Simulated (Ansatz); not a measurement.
# BaTiO₃ under compression and expansion

```
Ba Ti O
1.0
     3.98410    0.00000    0.00000
     0.00000    2.83705    2.84580
     0.00000   -2.83705    2.84580
Ba Ti O
1 1 3
Direct
  0.00000 0.00000 0.00000
  0.50000 0.50790 0.50790
  0.00000 0.49210 0.49210
  0.50000 0.50251 0.99371
  0.50000 0.99371 0.50251
```

The cell is COD entry 9016084, as deposited and not checked against the literature; nothing was relaxed.

Spin–orbit coupling is left out, though it moves levels of the heavy atoms by tenths of an eV or more.

Levels of theory: DFT, PBE, all-electron LAPW, scalar-relativistic (Ansatz 0.2.0); DFT, PBE, PAW with Ansatz's default frozen-core files, scalar-relativistic (Ansatz 0.2.0).

For LAPW: a Γ-centred 8×8×8 k mesh, Fermi–Dirac smearing of 0.05 eV, basis error target 1 meV/atom, no spin polarisation. PAW takes a cutoff of 420 eV at this cell. The Ansatz runs share mesh, smearing and spin set-up. Plane-wave (PAW) pressures include the program's estimate of the Pulay term.

The cell above is scaled evenly, with fractional coordinates and shape held.

```tsv
V/V(cell)	V (Å³/atom)	P, LAPW (GPa)	P, PAW (GPa)	gap on the k mesh, LAPW (eV)
0.9400	12.095	14.03	14.04	1.98
0.9600	12.352	9.55	9.55	1.94
0.9800	12.609	5.53	5.53	1.89
0.9900	12.738	3.68	3.68	1.87
1.0000	12.867	1.93	1.92	1.85
1.0100	12.995	0.27	0.26	1.83
1.0200	13.124	-1.30	-1.31	1.81
1.0400	13.381	-4.20	-4.22	1.76
1.0600	13.639	-6.80	-6.82	1.72
```

Q: What do Birch–Murnaghan fits to the pressures give?

A: LAPW: V0 = 13.02 Å³/atom, B0 = 162 GPa, B0′ = 4.5; PAW: V0 = 13.02 Å³/atom, B0 = 162 GPa, B0′ = 4.5.

PAW's V0 lies -0.01 % from the all-electron value and its B0 0.2 %. With shape and internal coordinates held, B0 is an upper bound to the relaxed modulus.
